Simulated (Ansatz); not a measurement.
# AlN (F-43m), phonons: input and output

Computed with LDA, all-electron LAPW in Ansatz 0.2.0, scalar-relativistic; not a measurement.

The cell is the relaxed one with its volume scaled by 0.985.

The structure is one entry of a database and needn't be the stable phase.

Command:

```sh
ansatz run input.yaml --threads 1 --pin off --max-ram 3072MiB --backend cpu --events-out ev --progress --plain --runs-dir out
```

Input file:

```yaml
crystal:
  lattice:
    - [0.0, 2.16023264249, 2.16023264249]
    - [2.16023264249, 0.0, 2.16023264249]
    - [2.16023264249, 2.16023264249, 0.0]
  atoms:
    - { symbol: Al, position: [0.0, 0.0, 0.0] }
    - { symbol: "N", position: [0.25, 0.25, 0.25] }
kpoints:
  mp_grid: { grid: [8, 8, 8] }
scf:
  occupations: { method: fixed }
hamiltonian:
  xc: lda
  pseudopotentials: { kind: all_electron, lapw: { basis_error: 0.001 } }
phonons:
  qmesh: [2, 2, 2]
  qpath:
    path:
      - [0.0, 0.0, 0.0]
      - [-0.5, -0.5, 0.0]
      - [-0.375, -0.375, 0.25]
      - [-0.375, 0.0, 0.375]
      - [0.0, 0.0, 0.0]
      - [0.0, 0.0, 0.5]
      - [-0.5, -0.25, 0.25]
      - [-0.5, -0.5, 0.0]
    npoints: 6
  temperatures: { t_min: 0, t_max: 1000, t_step: 100 }
```

The program printed:

```
Warning: RAYON_NUM_THREADS=1 ignored (pool sized by the plan → 1); use --threads N
LAPW: plane waves up to 10.422 Å⁻¹, error target 1.0e-3 eV per atom; small_component_spin mean_spin; N in spheres of 0.866 Å, 7 of its electrons in bands, Dirac shells []; Al in spheres of 0.949 Å, 11 of its electrons in bands, ...
Engine: ansatz 0.2.0, x86_64-unknown-linux-gnu
Pseudopotentials: kind: all_electron
Pseudopotential: Al, LAPW, valence charge 11, lapw/all_electron/scalar/gaussian/Al, Koelling and Harmon's equation, gaussian nucleus
Pseudopotential: N, LAPW, valence charge 7, lapw/all_electron/scalar/gaussian/N, Koelling and Harmon's equation, gaussian nucleus
Functional definition: SPW92
  exchange = slater_x
  correlation = pw_c
davidson cushion auto → on  (no smearing: the cushion is to keep the highest requested band from converging to the state above it; pin scf.eigensolver.cushion to override)
Crystal: 4 atoms, lattice volume = 40.324 Å³
Basis set: ecut = 413.84542284047194 eV, 775 PW (Γ), FFT grids on a1, a2, −a1+a2+a3, exchange–correlation at level 2
Bands: 22, of which v1, the nominal top of the filled ones, is band 18 counted from 1 (17 counted from 0)
[... 128 lines left out ...]
  ASR residual: 1.620e-3 → 0.000e0 eV/Å²; symmetrization residual: 2.481e-4 eV/Å²
  largest component of a force at the reference: 2.1e-17 eV/Å
  ASR residual per site (eV/Å²): 1.66e-4 1.62e-3
  Γ frequencies (cm⁻¹): 0.00 0.00 0.00 681.13 681.13 681.13
--- Phonons (by wavevector): 3 wavevectors in 2 supercells ---
  supercell 1 (2 cells, vectors [1, 0, 0], [0, 1, -1], [0, 0, 2] in multiples of the cell's): 2 displaced members by 0.01 Å; free energy -16132.152869 eV; taken off its force constants: by the sum rule 1.6e-3, by the ...
  symmetry images taken by strict's conditions (phonons.symmetry_images: auto; settled by no image being taken that strict refuses)
  supercell 2 (2 cells, vectors [1, 0, 0], [0, 1, 0], [0, 0, 2] in multiples of the cell's): 4 displaced members by 0.01 Å; free energy -16132.152869 eV; taken off its force constants: by the sum rule 5.3e-4, by the ...
  symmetry images taken by strict's conditions (phonons.symmetry_images: auto; settled by no image being taken that strict refuses)
  q = [0.0000, 0.0000, 0.0000] (star 1, supercell 1; hermiticity 0.00e0, symmetrization 7.38e-5): -0.00 -0.00 0.00 681.13 681.13 681.13
  q = [0.0000, 0.0000, -0.5000] (star 4, supercell 2; hermiticity 4.62e-17, symmetrization 4.59e-16): 225.29 225.29 590.95 672.70 672.70 746.87
  q = [0.0000, -0.5000, -0.5000] (star 3, supercell 1; hermiticity 9.45e-17, symmetrization 2.77e-16): 337.94 337.94 598.23 686.79 686.79 731.87
  joined force constants: q→R imaginary residual 1.03e-17
  density of states and harmonic sums: on the 26×26×26 q-mesh, interpolated from the force constants of a 2×2×2 supercell (no non-analytic term)
  largest difference from the sums on the solved wave vectors: F 3.28e-2 eV, S 6.51e-5 and C_V 3.23e-5 eV/K
```

The run converged.

**Harmonic thermodynamics**

Harmonic phonons of a crystal by Kohn-Sham DFT at the given cell, standard atomic masses, acoustic sum rule imposed; negative wavenumbers are unstable modes; sums over wave vectors interpolated from the q mesh.

- Zero point energy: 98.45 meV/atom

```csv
temperature (K),phonon heat capacity (k_B/atom),phonon entropy (k_B/atom),phonon free energy (meV/atom)
100,0.3495,0.1367,98.14
200,1.145,0.6195,95.04
300,1.797,1.216,87.15
400,2.201,1.793,74.15
500,2.443,2.312,56.41
600,2.594,2.772,34.46
700,2.693,3.18,8.78
800,2.76,3.544,-20.22
900,2.808,3.872,-52.2
1000,2.843,4.17,-86.87
```

### Phonons on the q mesh

One row a degenerate set, branches counted upwards.

| Quantity | Value |
| --- | --- |
| Unstable phonons | no |

```tsv
point	q a (r.l.u.)	q b (r.l.u.)	q c (r.l.u.)	branch	phonon wavenumber (cm⁻¹)	degeneracy
Gamma	0	0	0	4	681.1	3
L	0.5	0	0	1	225.3	2
L	0.5	0	0	3	591	1
L	0.5	0	0	4	672.7	2
L	0.5	0	0	6	746.9	1
X	0.5	0.5	0	1	337.9	2
X	0.5	0.5	0	3	598.2	1
X	0.5	0.5	0	4	686.8	2
X	0.5	0.5	0	6	731.9	1
```

**Zone-centre phonons**

Optical zone-centre levels upwards with Mulliken labels, activity, and the element with most of the kinetic energy.

| Property | Result |
| --- | --- |
| Point group | -43m |

```csv
number,phonon wavenumber (cm⁻¹),label,infrared,raman,lead element
1,681.1,T2,yes,yes,N
```

Limits of these numbers: cell scaled away from its relaxed volume; this zinc-blende form is metastable at ambient conditions; no LO-TO term in the interpolation; coarse q mesh; no LO-TO term at the zone centre.

Cost: 3.1 min on 1 thread of Intel(R) Xeon(R) 6975P-C (Granite Rapids) (shared host), peak memory 0.66 GiB.
